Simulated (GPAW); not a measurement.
CdS:

```
CELL_PARAMETERS angstrom
0.00000 2.75324 2.75324
2.75324 0.00000 2.75324
2.75324 2.75324 0.00000
ATOMIC_POSITIONS crystal
Cd 0.00000 0.00000 0.00000
S 0.50000 0.50000 0.50000
```

Measurements of this composition are mostly on another form, of space group No. 186.

```yaml
Program: GPAW 26.7.0
Task: single point
Functional: PBE
Potentials_or_basis: GPAW PAW data sets (gpaw-data 1.2.1)
Cutoff: 600 eV
Basis: pw
k_mesh: 8 × 8 × 8
Occupations: fermi-dirac, width 0.05 eV
Spin: no spin polarisation
```

On this cell: pressure -0.7 GPa; largest force zero by symmetry; band gap on the k mesh 0.24 eV, indirect (least direct gap 1.55 eV).

The same run follows on a disturbed copy (atoms moved at random, drawn with an rms of 0.05 Å):

```
Cd S
1.0
     0.00000    2.75324    2.75324
     2.75324    0.00000    2.75324
     2.75324    2.75324    0.00000
Cd S
1 1
Direct
  0.00435 0.97727 0.01314
  0.50084 0.49397 0.49740
```

Problem. What does the disturbed cell give?

Solution. The energy moves by +1.2 meV/atom; pressure -0.6 GPa; largest force 0.077 eV/Å; band gap on the k mesh 0.25 eV, indirect (least direct gap 1.55 eV).

Forces in eV/Å, atoms in the order of the input:
```
Cd   0.003 -0.064  0.043
S   -0.003  0.064 -0.043
```

Stress tensor (GPa, compression positive):
```
-0.72  0.00  0.00
 0.00 -0.47  0.02
 0.00  0.02 -0.60
```

A k mesh can miss the band edges.
